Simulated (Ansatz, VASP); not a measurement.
KF in VASP and in Ansatz

POSCAR

```
KF
1.0
    0.0000000000      2.9354014298      2.9354014298
    2.9354014298      0.0000000000      2.9354014298
    2.9354014298      2.9354014298      0.0000000000
K F
1 1
Direct
    0.0000000000      0.0000000000      0.0000000000
    0.2500000000      0.2500000000      0.2500000000
```

INCAR.step1

```
PREC = Accurate
ENCUT = 520
EDIFF = 1E-5
ISMEAR = 1
SIGMA = 0.05
LREAL = False
LASPH = True
NELM = 60
ALGO = Normal
ISIF = 2
LWAVE = True
LCHARG = False
GGA = PE
NBANDS = 15
```

File INCAR.step2:

```
PREC = Accurate
ENCUT = 520
EDIFF = 1E-6
ISMEAR = 1
SIGMA = 0.05
LREAL = False
LASPH = True
NELM = 60
ALGO = Normal
ISIF = 2
LWAVE = False
LCHARG = False
GGA = PE
LHFCALC = True
HFSCREEN = 0.2079
PRECFOCK = Normal
ISTART = 1
NBANDS = 15
```

The input KPOINTS:

```
regular mesh
0
Gamma
  4 4 4
```

Input for Ansatz:

```yaml
crystal:
  lattice:
    - [0.0, 2.9354014298, 2.9354014298]
    - [2.9354014298, 0.0, 2.9354014298]
    - [2.9354014298, 2.9354014298, 0.0]
  atoms:
    - { symbol: K, position: [0.0, 0.0, 0.0] }
    - { symbol: F, position: [0.25, 0.25, 0.25] }
kpoints:
  mp_grid: { grid: [4, 4, 4] }
hamiltonian:
  xc: hse06
scf:
  occupations: { method: cold, width: 0.05 }
  n_extra_bands: 4
output:
  forces: true
  stress: true
  eigenvalues: true
```

Alike in both runs: task single point; functional HSE06; k mesh 4 × 4 × 4; no spin polarisation.

|  | VASP | Ansatz |
| --- | --- | --- |
| version | VASP 6.6.1 | Ansatz 0.2.0 |
| potentials or method | VASP PAW PBE potentials, release 64 (K_sv, F) | plane waves |
| plane-wave cutoff (eV) | 520 | 420 |
| occupations | methfessel-paxton of order 1, width 0.05 eV | cold, width 0.05 eV |
| valence electrons in the cell | 16 | 16 |

Ansatz gave:

- gap on the k mesh at the Fermi level (eV): 7.04
- pressure (GPa): 0.4

Problem. Which values does VASP return?

Solution. gap on the k mesh at the Fermi level (eV): 7.02; pressure (GPa): 0.5.

Ansatz warned: «stress_exchange_threshold_loose».

Caveats: the k mesh is coarse (spacing up to 0.46 Å⁻¹), so the values aren't converged, least of all with exact exchange; the PAW data sets were made with another functional, which shifts forces and pressure a little (VASP). A k mesh can miss the band edges.
